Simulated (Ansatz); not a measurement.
Zn: relaxation of cell and atoms

Theory: Ansatz 0.2.0, DFT, PBE, PAW with Ansatz's default frozen-core files, scalar-relativistic.

Command: `ansatz run input.yaml --threads 1 --pin off --max-ram 2048MiB --backend cpu --events-out ev --progress --plain --runs-dir out` The run took 13 s on 1 thread of Arm Neoverse V1, with other jobs on the host, peak memory 0.35 GiB.

```yaml
crystal:
  lattice:
    - [0.0, 2.9862444574, 2.9862444574]
    - [2.9862444574, 0.0, 2.9862444574]
    - [2.9862444574, 2.9862444574, 0.0]
  atoms:
    - { symbol: Zn, position: [0.0, 0.0, 0.0] }
    - { symbol: Zn, position: [0.25, 0.25, 0.25] }
kpoints:
  mp_grid: { grid: [11, 11, 11] }
scf:
  occupations: { method: fermi_dirac, width: 0.05 }
hamiltonian:
  xc: pbe
  pseudopotentials: { kind: paw }
output:
  forces: true
  stress: true
  write_density: true
  write_potential: true
  elf: true
  volumetric_format: npy
relax:
  f_tol: 0.005
  max_steps: 80
  cell: {}
```

The cell is built from the diamond type as a first guess.

The cutoff is 420 eV; energies and pressures of the walk include the program's estimate of the Pulay term.

Each frame lists the cell vectors (Å), then Cartesian positions (Å); symmetry keeps all forces zero. Free energies count from the first step, -6637.1013 eV.

The walk took 5 evaluations in all; steps that aren't listed are left out.

Step 1: E = 0.0 meV, P = -1.67 GPa

```
cell 0.0000 2.9862 2.9862 2.9862 0.0000 2.9862 2.9862 2.9862 0.0000
Zn    0.0000    0.0000    0.0000
Zn    1.4931    1.4931    1.4931
```

Step 2:

```
cell 0.0000 2.9525 2.9525 2.9525 0.0000 2.9525 2.9525 2.9525 0.0000
Zn    0.0000    0.0000    0.0000
Zn    1.4762    1.4762    1.4762
```

Step 3: E = -23.9 meV, P = 0.33 GPa

```
cell 0.0000 2.8979 2.8979 2.8979 0.0000 2.8979 2.8979 2.8979 0.0000
Zn    0.0000    0.0000    0.0000
Zn    1.4490    1.4490    1.4490
```

Question: Give the energy, pressure of step 2.

Answer: E = -15.9 meV, P = -1.06 GPa
```
Zn    0.0000    0.0000    0.0000
Zn    1.4762    1.4762    1.4762
```

Question: How does the relaxation end?

Answer: It converges, with a = 5.818 Å, b = 5.818 Å, c = 5.818 Å, α = 90.00°, β = 90.00°, γ = 90.00° (conventional cell, space group Fd-3m). The last solve (on a basis chosen afresh for the final cell, so its energy is not quite comparable) gives E = -23.0 meV, P = 0.01 GPa:
```
cell 0.0000 2.9089 2.9089 2.9089 0.0000 2.9089 2.9089 2.9089 0.0000
Zn    0.0000    0.0000    0.0000
Zn    1.4545    1.4545    1.4545
```
